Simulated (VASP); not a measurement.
# MgO (P6_3mc) in VASP: a series of runs

One crystal, MgO, is run at these levels: PBEsol; tasks: single point.

Program: VASP 6.6.1. These are calculated values, not measurements. Logs are shortened: lines on timing, memory, paths and dates and some standing lists are left out, and cuts for length are marked.

**1. The cell of the first run**

It takes space group P6_3mc (No. 186, hexagonal). Conventional cell: a = 3.308 Å, b = 3.308 Å, c = 4.983 Å, α = 90.00°, β = 90.00°, γ = 120.00°. Mg (site symmetry 3m) is surrounded by 4 O at 1.94 to 1.99 Å. Around O (site symmetry 3m) lie 4 Mg at 1.94 to 1.99 Å.

Measurements of this composition are mostly on another form, of space group No. 225.

**2. Single point, PBEsol (all Mg atoms moved +0.050 Å, as atom 1 along Cartesian [0 0 1])**

Contents of INCAR:

```
PREC = Accurate
ENCUT = 520
EDIFF = 1E-6
ISMEAR = 0
SIGMA = 0.05
LREAL = F
LASPH = T
NELM = 80
ALGO = Normal
ISIF = 2
LWAVE = F
LCHARG = F
GGA = PS
NBANDS = 16
```

Contents of KPOINTS:

```
regular mesh
0
Gamma
  9 9 6
```

Contents of POSCAR:

```
MgO
1.0
    3.3077869865      0.0000000000      0.0000000000
   -1.6538934933      2.8646275606      0.0000000000
    0.0000000000      0.0000000000      4.9828816700
Mg O
2 2
Direct
    0.3333333333      0.6666666667      0.0121940943
    0.6666666667      0.3333333333      0.5121940943
    0.3333333333      0.6666666667      0.4024402600
    0.6666666667      0.3333333333      0.9024402600
```

Potentials or basis: VASP PAW PBE potentials, release 64 (Mg, O).

The run is started by

```sh
$ cat potpaw_PBE.64/Mg/POTCAR potpaw_PBE.64/O/POTCAR > POTCAR
$ mpirun -np 1 vasp_std > vasp.out
```

OUTCAR:

```text
PREC = Accurate
   ENCUT = 520
   EDIFF = 1E-6
   ISMEAR = 0
   LREAL = F
   LASPH = T
   NELM = 80
   ISIF = 2
   GGA = PS

 ion  position               nearest neighbor table
   1  0.333  0.667  0.012-   3 1.94   4 1.99   4 1.99   4 1.99   2 3.14   2 3.14   2 3.14   2 3.14
                             2 3.14   2 3.14
   2  0.667  0.333  0.512-   4 1.94   3 1.99   3 1.99   3 1.99   1 3.14   1 3.14   1 3.14   1 3.14
                             1 3.14   1 3.14
   3  0.333  0.667  0.402-   1 1.94   2 1.99   2 1.99   2 1.99
   4  0.667  0.333  0.902-   2 1.94   1 1.99   1 1.99   1 1.99

  LATTYP: Found a hexagonal cell.
 ALAT       =     3.3077869865
 C/A-ratio  =     1.5064094787

  Lattice vectors:

 A1 = (   3.3077869865,   0.0000000000,   0.0000000000)
 A2 = (  -1.6538934933,   2.8646275606,   0.0000000000)
 A3 = (   0.0000000000,   0.0000000000,   4.9828816700)

Analysis of symmetry for initial positions (statically):
=====================================================================
 Subroutine PRICEL returns:
 Original cell was already a primitive cell.

 Routine SETGRP: Setting up the symmetry group for a
 hexagonal supercell.

 Subroutine GETGRP returns: Found 12 space group operations
 (whereof  6 operations were pure point group operations)
 out of a pool of 24 trial point group operations.

The static configuration has the point symmetry C_3v.
 The point group associated with its full space group is C_6v.

Analysis of symmetry for dynamics (positions and initial velocities):
=====================================================================
 Subroutine PRICEL returns:
 Original cell was already a primitive cell.

 Routine SETGRP: Setting up the symmetry group for a
 hexagonal supercell.

 Subroutine GETGRP returns: Found 12 space group operations
 (whereof  6 operations were pure point group operations)
 out of a pool of 24 trial point group operations.

The dynamic configuration has the point symmetry C_3v.
 The point group associated with its full space group is C_6v.

 Subroutine INISYM returns: Found 12 space group operations
 (whereof  6 operations are pure point group operations),
 and found     1 'primitive' translations

----------------------------------------------------------------------------------------

                                     Primitive cell

  volume of cell :      47.2157

  direct lattice vectors                    reciprocal lattice vectors
     3.307786987  0.000000000  0.000000000     0.302316928  0.174542760  0.000000000
    -1.653893493  2.864627561  0.000000000     0.000000000  0.349085519  0.000000000
     0.000000000  0.000000000  4.982881670     0.000000000  0.000000000  0.200687086

  length of vectors
     3.307786987  3.307786987  4.982881670     0.349085519  0.349085519  0.200687086

  position of ions in fractional coordinates (direct lattice)
     0.333333333  0.666666667  0.012194094
     0.666666667  0.333333333  0.512194094
     0.333333333  0.666666667  0.402440260
     0.666666667  0.333333333  0.902440260

  ion indices of the primitive-cell ions
   primitive index   ion index
                 1           1
                 2           2
                 3           3
                 4           4

----------------------------------------------------------------------------------------

 KPOINTS: regular mesh

Automatic generation of k-mesh.
 Grid dimensions read from file:
 generate k-points for:    9    9    6

 Generating k-lattice:

  Cartesian coordinates                     Fractional coordinates (reciprocal lattice)
     0.033590770  0.019393640  0.000000000     0.111111111 -0.000000000  0.000000000
     0.000000000  0.038787280  0.000000000     0.000000000  0.111111111  0.000000000
     0.000000000  0.000000000  0.033447848     0.000000000  0.000000000  0.166666667

  Length of vectors
     0.038787280  0.038787280  0.033447848

  Shift w.r.t. Gamma in fractional coordinates (k-lattice)
     0.000000000  0.000000000  0.000000000

 Subroutine IBZKPT returns following result:
 ===========================================

 Found     48 irreducible k-points:

 Following reciprocal coordinates:
            Coordinates               Weight
  0.000000  0.000000  0.000000      1.000000
  0.111111  0.000000  0.000000      6.000000
  0.222222  0.000000  0.000000      6.000000
  0.333333  0.000000  0.000000      6.000000
  0.444444  0.000000  0.000000      6.000000
  0.111111  0.111111  0.000000      6.000000
[... 16 lines left out ...]
  0.333333  0.222222  0.166667     24.000000
  0.333333  0.333333  0.166667      4.000000
 [... further k-points ...]
   k-points           NKPTS =     48   k-points in BZ     NKDIM =     48   number of bands    NBANDS=     16
   number of dos      NEDOS =    301   number of ions     NIONS =      4
   total plane-waves  NPLWV =  31360
   dimension x,y,z NGX =    28 NGY =   28 NGZ =   40
   dimension x,y,z NGXF=    56 NGYF=   56 NGZF=   80
   ions per type =               2   2
   NGX,Y,Z   is equivalent  to a cutoff of  14.07, 14.07, 13.35 a.u.
   NGXF,Y,Z  is equivalent  to a cutoff of  28.15, 28.15, 26.69 a.u.
 SYSTEM =  unknown system
   PREC   = accura    normal or accurate (medium, high low for compatibility)
   ISTART =      0    job   : 0-new  1-cont  2-samecut
   ICHARG =      2    charge: 1-file 2-atom 10-const
   ISPIN  =      1    spin polarized calculation?
   LNONCOLLINEAR =      F non collinear calculations
   LSORBIT =      F    spin-orbit coupling
   LASPH  =      T    aspherical Exc in radial PAW
   ENCUT  =  520.0 eV  38.22 Ry    6.18 a.u.   6.15  6.15  9.26*2*pi/ulx,y,z
   NELM   =     80;   NELMIN=  2; NELMDL= -5     # of ELM steps
   EDIFF  = 0.1E-05   stopping-criterion for ELM
   LREAL  =      F    real-space projection
[... 7 lines left out ...]
   TEBEG  =    0.0;   TEEND  =   0.0 temperature during run
   PSTRESS=    0.0 pullay stress
   NELECT =      16.0000    total number of electrons
   NUPDOWN=      -1.0000    fix difference up-down
   EMIN   =  10.00;   EMAX   =-10.00  energy-range for DOS
[... 5 lines left out ...]
     AMIX     =   0.40;   BMIX     =  1.00
     AMIX_MAG =   1.60;   BMIX_MAG =  1.00
  volume/ion in A,a.u.               =      11.80        79.66
  Fermi-wavevector in a.u.,A,eV,Ry     =   1.141351  2.156842 17.724080  1.302683
  Thomas-Fermi vector in A             =   2.278052
   LORBIT       =      0    0 simple, 1 ext, 2 COOP (PROOUT), +10 PAW based schemes
   GGA     = PS    functional components
[... 5 lines left out ...]
 non-spin polarized calculation
 Gauss-broadening in eV      SIGMA  =   0.05
  energy-cutoff  :      520.00
  volume of cell :       47.22
 maximum number of plane-waves:      1303
 NGX is ok and might be reduce to    28
   NGX = 13   NGY = 13   NGZ = 19

 number of electron      15.9999997 magnetization

 Free energy of the ion-electron system (eV)
  ---------------------------------------------------
  ext. energy  EPLUGINS =         0.00000000
  ---------------------------------------------------
  free energy    TOTEN  =       -24.53287566 eV

  energy without entropy =      -24.53287566  energy(sigma->0) =      -24.53287566

 E-fermi :   1.1786     XC(G=0):  -9.9764

 val. band max:        0.9577595004   @ k =   0.0000   0.0000   0.0000
 cond. band min:       4.3735064240   @ k =   0.0000   0.0000   0.0000
 fundamental gap:      3.4157469235
 Fermi energy:         1.1786048138

 k-point     1 :       0.0000    0.0000    0.0000
  band No.  band energies     occupation
      1     -15.1707      2.00000
      2     -14.3397      2.00000
      3      -2.3057      2.00000
      4       0.2647      2.00000
      5       0.2647      2.00000
      6       0.6008      2.00000
[... 8 lines left out ...]
     15      17.3902      0.00000
     16      17.3902      0.00000

 k-point     2 :       0.1111    0.0000    0.0000
  band No.  band energies     occupation
      1     -15.1081      2.00000
      2     -14.3194      2.00000
      3      -2.1855      2.00000
      4      -0.0480      2.00000
      5       0.1802      2.00000
      6       0.2211      2.00000
[... 8 lines left out ...]
     15      17.1283      0.00000
     16      17.3318      0.00000

 k-point     3 :       0.2222    0.0000    0.0000
  band No.  band energies     occupation
      1     -14.9400      2.00000
      2     -14.2744      2.00000
      3      -1.8476      2.00000
      4      -0.8652      2.00000
      5      -0.3450      2.00000
      6       0.0023      2.00000
[... 8 lines left out ...]
     15      16.0767      0.00000
     16      16.3666      0.00000

 k-point     4 :       0.3333    0.0000    0.0000
  band No.  band energies     occupation
      1     -14.7216      2.00000
      2     -14.2423      2.00000
      3      -1.6483      2.00000
      4      -1.3439      2.00000
      5      -0.8447      2.00000
      6      -0.1692      2.00000
[... 8 lines left out ...]
     15      15.4411      0.00000
     16      16.5062      0.00000

 k-point     5 :       0.4444    0.0000    0.0000
  band No.  band energies     occupation
      1     -14.5431      2.00000
      2     -14.2526      2.00000
      3      -2.0720      2.00000
      4      -1.1674      2.00000
      5      -0.8559      2.00000
      6      -0.2708      2.00000
[... 8 lines left out ...]
     15      15.1753      0.00000
     16      16.8255      0.00000

 k-point     6 :       0.1111    0.1111    0.0000
  band No.  band energies     occupation
      1     -14.9928      2.00000
      2     -14.2868      2.00000
      3      -1.9560      2.00000
      4      -0.5369      2.00000
      5      -0.3591      2.00000
      6       0.1767      2.00000
[... 8 lines left out ...]
     15      16.0688      0.00000
     16      16.7063      0.00000
[... 267 lines left out ...]
 k-point    21 :       0.4444    0.1111    0.1667
  band No.  band energies     occupation
      1     -14.4706      2.00000
      2     -14.2761      2.00000
      3      -2.1181      2.00000
      4      -1.3884      2.00000
      5      -0.6740      2.00000
      6      -0.2454      2.00000
[... 8 lines left out ...]
     15      14.7986      0.00000
     16      16.8526      0.00000

 k-point    22 :       0.2222    0.2222    0.1667
  band No.  band energies     occupation
      1     -14.5873      2.00000
      2     -14.2627      2.00000
      3      -1.6626      2.00000
      4      -1.5167      2.00000
      5      -0.5132      2.00000
      6      -0.4702      2.00000
[... 8 lines left out ...]
     15      14.8673      0.00000
     16      17.3179      0.00000

 k-point    23 :       0.3333    0.2222    0.1667
  band No.  band energies     occupation
      1     -14.4390      2.00000
      2     -14.2797      2.00000
      3      -1.8643      2.00000
      4      -1.3331      2.00000
      5      -0.9002      2.00000
      6      -0.2538      2.00000
[... 8 lines left out ...]
     15      14.5702      0.00000
     16      17.3129      0.00000

 k-point    24 :       0.3333    0.3333    0.1667
  band No.  band energies     occupation
      1     -14.3367      2.00000
      2     -14.3367      2.00000
      3      -1.7072      2.00000
      4      -1.2164      2.00000
      5      -1.2164      2.00000
      6      -0.4104      2.00000
[... 8 lines left out ...]
     15      14.3989      0.00000
     16      18.1595      0.00000

 [... further k-points ...]
[... 5 lines left out ...]
  --------------------------------------------------------------------------------------
  -------------------------------------------------------------------------------------
  Total       -0.4067915     -0.4067915      1.2979260      0.0000000      0.0000000     -0.0000000
  in kB      -13.8037198    -13.8037198     44.0427305      0.0000000      0.0000000     -0.0000000
  external PRESSURE =       5.4784303 kB  Pullay stress =       0.0000000 kB

 VOLUME and BASIS-vectors are now :
 -----------------------------------------------------------------------------
  energy-cutoff  :      520.00
  volume of cell :       47.22
      direct lattice vectors                 reciprocal lattice vectors
     3.307786987  0.000000000  0.000000000     0.302316928  0.174542760  0.000000000
    -1.653893493  2.864627561  0.000000000     0.000000000  0.349085519  0.000000000
     0.000000000  0.000000000  4.982881670     0.000000000  0.000000000  0.200687086

 POSITION                                       TOTAL-FORCE (eV/Angst)
 -----------------------------------------------------------------------------------
     -0.00000      1.90975      0.06076         0.000000      0.000000     -0.376506
      1.65389      0.95488      2.55220         0.000000      0.000000     -0.376506
     -0.00000      1.90975      2.00531         0.000000      0.000000      0.376506
      1.65389      0.95488      4.49675        -0.000000     -0.000000      0.376506
 -----------------------------------------------------------------------------------
    total drift:                               -0.000000     -0.000000      0.001476

  FREE ENERGIE OF THE ION-ELECTRON SYSTEM (eV)
  ---------------------------------------------------
  free  energy   TOTEN  =       -24.5328756625 eV

  energy  without entropy=      -24.5328756625  energy(sigma->0) =      -24.53287566
```

Wall time 62 s (1 thread of Intel Xeon Platinum 8175M at 2.50GHz (Skylake/Cascade Lake), shared host); peak memory 0.19 GiB.

What came out:

| Quantity | Value |
| --- | --- |
| Free energy | -24.5329 eV |
| Pressure | 0.5 GPa |
| Largest force | 0.377 eV/Å |
| Band gap on the k mesh | 3.42 eV, direct |

Forces in eV/Å, atoms in the order of the input:
```
Mg   0.000  0.000 -0.377
Mg   0.000  0.000 -0.377
O    0.000  0.000  0.377
O    0.000  0.000  0.377
```

Caveat: the PAW data sets were made with another functional, which shifts forces and pressure a little; an odd mesh through Γ misses points on the zone boundary, where band edges often lie.

(Part 1 of 2 ends here.)
